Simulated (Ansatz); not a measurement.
GeS — S-33 NMR of the central transition

Cell: a computed structure from the Materials Project (it need not be an observed phase).

```cif
data_GeS
_symmetry_space_group_name_H-M 'Pnma'
_symmetry_Int_Tables_number 62
_cell_length_a 10.7808
_cell_length_b 3.6031
_cell_length_c 4.5231
_cell_angle_alpha 90.000
_cell_angle_beta 90.000
_cell_angle_gamma 90.000
loop_
_atom_site_label
_atom_site_type_symbol
_atom_site_symmetry_multiplicity
_atom_site_Wyckoff_symbol
_atom_site_fract_x
_atom_site_fract_y
_atom_site_fract_z
Ge Ge 4 c 0.8722 0.2500 0.3669
S S 4 c 0.6548 0.2500 0.5148
```

One atom of each set is listed.

Computed with Ansatz: DFT, PBE, plane waves and PAW, scalar-relativistic, 420 eV cutoff, Γ-centred 3×9×7 k-points, Fermi–Dirac smearing 0.01 eV.

S-33 has I = 3/2 and Q = -69.40 mb (Pyykkö 2018); at 9.4 T its Larmor frequency is ν₀ = 30.8 MHz. Only the quadrupole interaction is simulated: positions count from each site's isotropic chemical shift, and shift anisotropy, dipolar and J coupling are left out.

**Question.** Simulate the second-order pattern (static powder, Gaussian broadening 30 kHz) of site S (3 Ge at 2.42–2.44 Å).

**Answer.** The calculation gives C_Q = 10.9 MHz and η = 0.09, so ν_Q = 5.46 MHz and the centre of gravity lies at -3162 ppm (-97.2 kHz).

| offset (kHz) | height |
| --- | --- |
| -386.8 | 0 |
| -371.0 | 5 |
| -355.3 | 26 |
| -339.5 | 57 |
| -323.7 | 78 |
| -308.0 | 95 |
| -292.2 | 100 |
| -276.4 | 84 |
| -260.7 | 69 |
| -244.9 | 60 |
| -229.1 | 55 |
| -213.4 | 51 |
| -197.6 | 48 |
| -181.8 | 46 |
| -166.1 | 44 |
| -150.3 | 43 |
| -134.5 | 42 |
| -118.8 | 41 |
| -103.0 | 40 |
| -87.2 | 40 |
| -71.5 | 40 |
| -55.7 | 39 |
| -39.9 | 39 |
| -24.2 | 39 |
| -8.4 | 37 |
| 7.4 | 33 |
| 23.1 | 32 |
| 38.9 | 32 |
| 54.7 | 34 |
| 70.4 | 36 |
| 86.2 | 38 |
| 102.0 | 41 |
| 117.7 | 46 |
| 133.5 | 54 |
| 149.3 | 69 |
| 165.0 | 87 |
| 180.8 | 76 |
| 196.6 | 32 |
| 212.3 | 6 |
| 228.1 | 0 |

At S V_zz stands upright on the plane through its three neighbours (within 10°).

With ν_Q/ν₀ up to 0.18, terms beyond second order are no longer negligible.

The largest force is 0.3 eV/Å, so the atoms aren't at the calculated equilibrium and relaxing them would move these values.

The run took 58 s of wall time (58 s of CPU time) and 0.55 GiB at its peak, on 1 thread of Arm Neoverse N1 (aarch64; 36 cores open to the job, memory cap 3.0 GiB, no GPU), a shared host with a load of 0.9 a core.
